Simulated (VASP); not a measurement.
# Settings for CaO: self-consistent run

CaO, I4mm (no. 107), 2 atoms in the cell. LDA; PAW potentials Ca_sv, O (LDA set). VASP 6.6.1. The cell is changed on purpose: last atom moved by 0.05 Å along z, cell strained by -1.0% along z.

Wanted: energy within 2 meV/atom; forces within 0.01 eV/Å; stress within 0.2 GPa; levels at the zone centre within 0.01 eV.

What the run is for: all; Accuracy asked: standard.

Levels at the zone centre: counted from the valence top at that point.

POSCAR:
```
CaO
1.0
    0.0000000000      2.4035556960      2.3795201390
    2.4035556960      0.0000000000      2.3795201390
    2.4035556960      2.4035556960      0.0000000000
Ca O
1 1
Direct
    0.0000000000      0.0000000000      0.0000000000
    0.5104012600      0.5104012600      0.4895987400
```

The series start from Plane-wave cutoff (eV): 520; k-point mesh: 8 × 8 × 8; Precision mode (PREC): Accurate; Electronic algorithm: ALGO=Normal; Support grid and gradient cutoff: ADDGRID=False GGA_COMPAT=False. Each series keeps the choices made before it, and each single choice may use up half of a tolerance.

## Plane-wave cutoff (eV)

| Plane-wave cutoff (eV) | Energy less reference (meV/atom) | Forces, largest deviation (eV/Å) | Stress, largest deviation (GPa) | Levels at the zone centre, largest deviation (eV) | SCF iterations | Time (s) |
|---|---|---|---|---|---|---|
| 320 | -46.3 | 0.004 | 19.12 | 0.009 | 13 | 5.0 |
| 400 | -7.7 | 0.003 | 3.47 | 0.008 | 13 | 6.0 |
| 460 | 1.7 | 0.001 | 0.60 | 0.002 | 13 | 5.7 |
| 520 | 3.3 | 0.001 | 0.06 | 0.003 | 13 | 13 |
| 600 | 2.1 | 0.001 | 0.18 | 0.002 | 13 | 13 |
| 700 | 0.6 | 0.000 | 0.20 | 0.001 | 13 | 16 |
| 840 (reference) | 0.0 | 0.000 | 0.00 | 0.000 | 13 | 13 |

Chosen: 840; the next looser run is off by more than half of the tolerance, so convergence isn't shown beyond this value.

## k-point mesh

| k-point mesh | Energy less reference (meV/atom) | Forces, largest deviation (eV/Å) | Stress, largest deviation (GPa) | Levels at the zone centre, largest deviation (eV) | SCF iterations | Time (s) |
|---|---|---|---|---|---|---|
| 3 × 3 × 3 | 16.5 | 0.029 | 0.27 | 0.031 | 13 | 3.0 |
| 4 × 4 × 4 | 2.4 | 0.006 | 0.05 | 0.006 | 13 | 4.0 |
| 5 × 5 × 5 | 0.4 | 0.001 | 0.02 | 0.001 | 13 | 5.1 |
| 6 × 6 × 6 | 0.1 | 0.000 | 0.01 | 0.000 | 13 | 7.3 |
| 8 × 8 × 8 | 0.0 | 0.000 | 0.00 | 0.000 | 13 | 13 |
| 10 × 10 × 10 | 0.0 | 0.000 | 0.00 | 0.000 | 13 | 24 |
| 12 × 12 × 12 | 0.0 | 0.000 | 0.00 | 0.000 | 13 | 38 |
| 16 × 16 × 16 (reference) | 0.0 | 0.000 | 0.00 | 0.000 | 13 | 78 |

Chosen: 5 × 5 × 5, the loosest value from which every tighter one stays within half of the tolerance.

## Precision mode (PREC)

| Precision mode (PREC) | Energy less reference (meV/atom) | Forces, largest deviation (eV/Å) | Stress, largest deviation (GPa) | Levels at the zone centre, largest deviation (eV) | SCF iterations | Time (s) |
|---|---|---|---|---|---|---|
| SingleN | -0.2 | 0.003 | 0.01 | 0.000 | 13 | 3.2 |
| Normal | 0.0 | 0.000 | 0.00 | 0.000 | 13 | 4.3 |
| Single | 0.0 | 0.001 | 0.01 | 0.000 | 13 | 5.1 |
| Accurate (reference) | 0.0 | 0.000 | 0.00 | 0.000 | 13 | 5.1 |

Chosen: SingleN.

## Electronic algorithm

| Electronic algorithm | Energy less reference (meV/atom) | Forces, largest deviation (eV/Å) | Stress, largest deviation (GPa) | Levels at the zone centre, largest deviation (eV) | SCF iterations | Time (s) |
|---|---|---|---|---|---|---|
| ALGO=Normal | 0.0 | 0.000 | 0.00 | 0.000 | 13 | 3.2 |
| ALGO=Fast | 0.0 | 0.000 | 0.06 | 0.001 | 24 | 6.4 |
| ALGO=VeryFast | 0.0 | 0.000 | 0.01 | 0.001 | 27 | 7.0 |
| ALGO=All ISEARCH=1 | 0.0 | 0.000 | 0.01 | 0.000 | 23 | 5.9 |
| ALGO=All ISEARCH=0 | 0.0 | 0.000 | 0.01 | 0.000 | 23 | 4.5 |
| ALGO=Damped TIME=0.4 | no result | no result | no result | no result | 120 | 14 |
| ALGO=Damped TIME=0.1 | no result | no result | no result | no result | 120 | 15 |

Chosen: ALGO=Normal; no other choice that stays within half of the tolerance saves 30 % of the time.

## Support grid and gradient cutoff

| Support grid and gradient cutoff | Energy less reference (meV/atom) | Forces, largest deviation (eV/Å) | Stress, largest deviation (GPa) | Levels at the zone centre, largest deviation (eV) | SCF iterations | Time (s) |
|---|---|---|---|---|---|---|
| ADDGRID=False GGA_COMPAT=False | 0.0 | 0.000 | 0.00 | 0.000 | 13 | 3.2 |
| ADDGRID=True GGA_COMPAT=False | 0.0 | 0.003 | 0.01 | 0.000 | 13 | 3.3 |
| ADDGRID=False GGA_COMPAT=True | 0.0 | 0.000 | 0.00 | 0.000 | 13 | 3.3 |

Chosen: ADDGRID=False GGA_COMPAT=False.

## All choices together

| Input | Energy less reference (meV/atom) | Forces, largest deviation (eV/Å) | Stress, largest deviation (GPa) | Levels at the zone centre, largest deviation (eV) | Time (s) |
|---|---|---|---|---|---|
| the program's defaults (naive) | -7.4 | 0.002 | 3.27 | 0.009 | 1.9 |
| chosen settings | 0.2 | 0.002 | 0.03 | 0.001 | 3.2 |
| reference settings throughout | 0.0 | 0.000 | 0.00 | 0.000 | 78 |

The chosen settings stay within the tolerance of the reference run, but the reference itself isn't shown to be converged in: Plane-wave cutoff (eV).

Values of the reference run: Forces: 0, 0, 0.1623, 0, 0, -0.1623 eV/Å; Stress: -5.728, 0, 0, 0, -5.728, 0, 0, 0, -3.759 GPa; Levels at the zone centre: -0.0274, 0, 4.627 eV from the valence top at Gamma.

## The input

INCAR:
```
SYSTEM = CaO
GGA = CA ; ISMEAR = 0
SIGMA = 0.03 ; LWAVE = .False.
LCHARG = .False. ; ISIF = 2
PREC = SingleN ; LASPH = .True.
LREAL = .False. ; ALGO = Normal
EDIFF = 1E-6 ; NELM = 120
GGA_COMPAT = .False. ; ENCUT = 840
EFERMI = MIDGAP ; ADDGRID = .False.
```

KPOINTS:
```
Automatic mesh
0
Gamma
  5 5 5
  0 0 0
```

Commands:
```
cat potpaw_LDA.64/Ca_sv/POTCAR potpaw_LDA.64/O/POTCAR > POTCAR
mpirun -np 1 vasp_std > vasp.out
```

The chosen input took VASP 6.6.1 3.2 s on 1 core (Intel Xeon 6975P-C (Granite Rapids)), a shared host.

## An input that fails: too few bands

VASP's message: The number of bands is not sufficient to hold all electrons. I am sorry, but this calculation does not make sense. If you want to calculate only selected states, you need to set either EFERMI or EREF. EREF specifies around which energy states are supposed to be calculated. I found NBANDS = 7, NELECT = ….

Changes against the starting input:
```
- NELM = 120
+ NELM = 63
+ NBANDS = 7
```
